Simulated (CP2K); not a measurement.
Input of a CP2K 2026.2 run:

File gap_scf.inp:

```
&GLOBAL
  PROJECT gap_scf
  RUN_TYPE ENERGY_FORCE
  PRINT_LEVEL LOW
&END GLOBAL
&FORCE_EVAL
  METHOD QS
  STRESS_TENSOR ANALYTICAL
  &DFT
    BASIS_SET_FILE_NAME BASIS_MOLOPT_UZH
    POTENTIAL_FILE_NAME POTENTIAL_UZH
    &MGRID
      CUTOFF 675
      REL_CUTOFF 60
      NGRIDS 4
    &END MGRID
    &QS
      METHOD GPW
      EPS_DEFAULT 1.0E-9
    &END QS
    &KPOINTS
      SCHEME MONKHORST-PACK 8 8 8
      GAMMA_CENTERED T
      SYMMETRY T
      SYMMETRY_BACKEND SPGLIB
    &END KPOINTS
    &SCF
      SCF_GUESS ATOMIC
      EPS_SCF 1.0E-6
      MAX_SCF 100
      ADDED_MOS 14
      CHOLESKY OFF
      EPS_EIGVAL 1.0E-7
      &DIAGONALIZATION ON
        ALGORITHM STANDARD
      &END DIAGONALIZATION
      &MIXING ON
        METHOD BROYDEN_MIXING
        ALPHA 0.4
        BETA 1.5
        NBUFFER 8
      &END MIXING
      &SMEAR ON
        METHOD FERMI_DIRAC
        ELECTRONIC_TEMPERATURE [K] 580.226
      &END SMEAR
    &END SCF
    &XC
      &XC_FUNCTIONAL
        &GGA_X_WC
        &END GGA_X_WC
        &GGA_C_PBE
        &END GGA_C_PBE
      &END XC_FUNCTIONAL
    &END XC
    &PRINT
      &KPOINTS ON
      &END KPOINTS
      &MULLIKEN ON
      &END MULLIKEN
      &MO ON
        ENERGIES T
        OCCUPATION_NUMBERS T
        &EACH
          QS_SCF 0
        &END EACH
        ADD_LAST NUMERIC
      &END MO
    &END PRINT
  &END DFT
  &SUBSYS
    &CELL
      A 6.8109516596 0.0000000000 0.0000000000
      B 5.7023524033 3.7245455532 0.0000000000
      C 5.7023524033 1.6972872376 3.3153364249
      PERIODIC XYZ
    &END CELL
    &COORD
      SCALED
      Ga  0.5646280000 0.5646280000 0.5646280000
      Ga  0.4353720000 0.4353720000 0.4353720000
      P   0.9426110000 0.9426110000 0.9426110000
      P   0.0573890000 0.0573890000 0.0573890000
    &END COORD
    &KIND Ga
      BASIS_SET TZVP-MOLOPT-PBE-GTH-q13
      POTENTIAL GTH-PBE-q13
    &END KIND
    &KIND P
      BASIS_SET TZVP-MOLOPT-PBE-GTH-q5
      POTENTIAL GTH-PBE-q5
    &END KIND
    &PRINT
      &ATOMIC_COORDINATES ON
      &END ATOMIC_COORDINATES
      &CELL ON
      &END CELL
    &END PRINT
  &END SUBSYS
  &PRINT
    &FORCES ON
    &END FORCES
    &STRESS_TENSOR ON
    &END STRESS_TENSOR
  &END PRINT
&END FORCE_EVAL
```

Potentials or basis: POTENTIAL_UZH Ga GTH-PBE-q13, P GTH-PBE-q5; TZVP-MOLOPT-PBE-GTH basis.

Command:

```bash
$ OMP_NUM_THREADS=1 cp2k.psmp -i gap_scf.inp -o gap_scf.out
```

Q: Estimate the largest force.

A: 0.195 eV/Å.

Q: What does it give for the Mulliken charges?

A: Ga +0.24; P -0.24 e.

Forces in eV/Å, atoms in the order of the input:
```
Ga  -0.184 -0.055 -0.033
Ga   0.184  0.055  0.033
P   -0.152 -0.045 -0.028
P    0.152  0.045  0.028
```

Caveat: the potentials were made for another functional, which shifts forces and pressure; the basis of atomic orbitals isn't converged, which shifts pressures, moduli and gaps. A k mesh can miss the band edges.
